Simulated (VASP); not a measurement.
Set up this calculation in VASP 6.6.1, as the native input.

| Property | Result |
| --- | --- |
| Task | relaxation of cell and atoms |
| Functional | PBE |
| Potentials or basis | VASP PAW PBE potentials, release 64 (Ni) |
| Cutoff | 600 eV |
| k mesh | 21 × 21 × 10 |
| Occupations | gaussian, width 0.1 eV |
| Spin | collinear spin, ferromagnetic start |
| Starting moments | [1.0, 1.0] μB |
| Further INCAR settings | ALGO = Normal; EDIFF = 1e-07; IBRION = 2; EDIFFG = -0.005; NSW = 90; ISIF = 3 |

The structure of Ni lies in POSCAR:

```
Ni
1.0
    2.4887455600      0.0000000000      0.0000000000
   -1.2443727800      2.1553168800      0.0000000000
    0.0000000000      0.0000000000      4.0641215000
Ni
2
Direct
    0.3333333300      0.6666666700      0.2500000000
    0.6666666700      0.3333333300      0.7500000000
```

This isn't the form of Ni at room conditions, which is fcc.

The input as run:

INCAR

```
PREC = Accurate
ENCUT = 600
EDIFF = 1E-7
ISMEAR = 0
SIGMA = 0.1
LREAL = False
LASPH = True
NELM = 100
ALGO = Normal
ISIF = 3
LWAVE = False
LCHARG = False
ISPIN = 2
MAGMOM = 1 1
LORBIT = 11
LMAXMIX = 4
GGA = PE
IBRION = 2
NSW = 90
EDIFFG = -0.005
```

KPOINTS

```
Automatic mesh
0
Gamma
  21 21 10
```

Potentials or basis: VASP PAW PBE potentials, release 64 (Ni).

Run with:

```console
$ cat potpaw_PBE.64/Ni/POTCAR > POTCAR
$ mpirun -np 1 vasp_std > vasp.out
```

It gave:

```
Relaxed volume                                        : 10.92 Å³/atom
Relaxed cell                                          : a = 2.485 Å, b = 2.485 Å, c = 4.083 Å, α = 90.00°, β = 90.00°, γ = 120.00°
Space group after relaxing (to 0.05 Å)                : P6_3/mmc (No. 194)
Energy gained by relaxing                             : 0.2 meV/atom
Ionic steps                                           : 5
Pressure after relaxing                               : 0.0 GPa
Band gap on the k mesh                                : none (metal or under the smearing width)
Net moment                                            : 1.28 μB per cell
Site moments                                          : Ni +0.65 μB
Valence electrons inside the program's atomic spheres : Ni 9.30
```

Run time: 5.5 min on 1 thread of Intel(R) Xeon(R) Platinum 8488C (Sapphire Rapids), on a shared host, peak memory 0.29 GiB.
